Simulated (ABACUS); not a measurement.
Au:

```
CELL_PARAMETERS angstrom
-2.03500 0.00000 2.03500
0.00000 2.03500 2.03500
-2.03500 2.03500 0.00000
ATOMIC_POSITIONS crystal
Au 0.00000 0.00000 0.00000
```

```yaml
Program: ABACUS 3.10.1
Task: relaxation of cell and atoms
Functional: OLYP
Potentials_or_basis: GBRV ultrasoft 1.5 PBE
Cutoff: 544 eV
Density_cutoff: 4354 eV
Basis: plane waves
k_mesh: 9 × 9 × 9
Occupations: fermi-dirac, width 0.05 eV
Spin: no spin polarisation
```

At the start: pressure 8.9 GPa; volume 16.85 Å³/atom.

Problem. Where does the relaxation end?

Solution. Over 6 steps the energy falls by 26.6 meV/atom and the volume is 17.88 Å³/atom (+6.1 %); space group Fm-3m (No. 225, to 0.05 Å).

Step by step:
```tsv
step	energy change (eV)	largest force (eV/Å)	pressure (GPa)	volume (Å³)
1	0.0000	0.0000	8.89	16.85
2	0.0115	0.0000	-7.66	19.33
3	-0.0266	0.0000	-0.13	17.90
4	-0.0266	0.0000	-0.18	17.90
5	-0.0266	0.0000	0.20	17.85
6	-0.0266	0.0000	-0.07	17.88
```

Final structure:
```
CELL_PARAMETERS angstrom
-2.07535 0.00000 2.07535
0.00000 2.07535 2.07535
-2.07535 2.07535 0.00000
ATOMIC_POSITIONS crystal
Au 0.00000 0.00000 0.00000
```

Caveat: the potentials were made for another functional, which shifts forces and pressure.
